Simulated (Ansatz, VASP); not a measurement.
Cu in VASP and in Ansatz

```
Cu
1.0
     0.00000    1.80750    1.82557
     1.80750    0.00000    1.82557
     1.80750    1.80750    0.00000
Cu
1
Cartesian
  0.0000 0.0000 0.0000
```

Change from the starting cell: zz strain of +1 %, crystal datasets.

Alike in both runs: task electric field gradients; functional PBEsol; k mesh 19 × 19 × 19; occupations fermi-dirac, width 0.08 eV; no spin polarisation.

|  | VASP | Ansatz |
| --- | --- | --- |
| version | VASP 6.6.1 | Ansatz 0.2.0 |
| potentials or method | VASP PAW PBE potentials, release 64 (Cu), cutoff 520 eV | all-electron PAW with datasets made for the crystal, scalar-relativistic |

VASP gave:

```
pressure (GPa)                                                 : -7.2
largest component of the traceless stress (GPa)                : 0.30
Vzz of the field gradient on the site that differs most (V/Å²) : 0.0
```

Q: Estimate Ansatz's values.

A: Pressure (GPa): -7.8; largest component of the traceless stress (GPa): 0.31; Vzz of the field gradient on the site that differs most (V/Å²): -0.1.

Ansatz ran all-electron here, so the differences hold the error of VASP's frozen core and of both bases.

Caveats: the PAW data sets were made with another functional, which shifts forces and pressure a little (VASP).
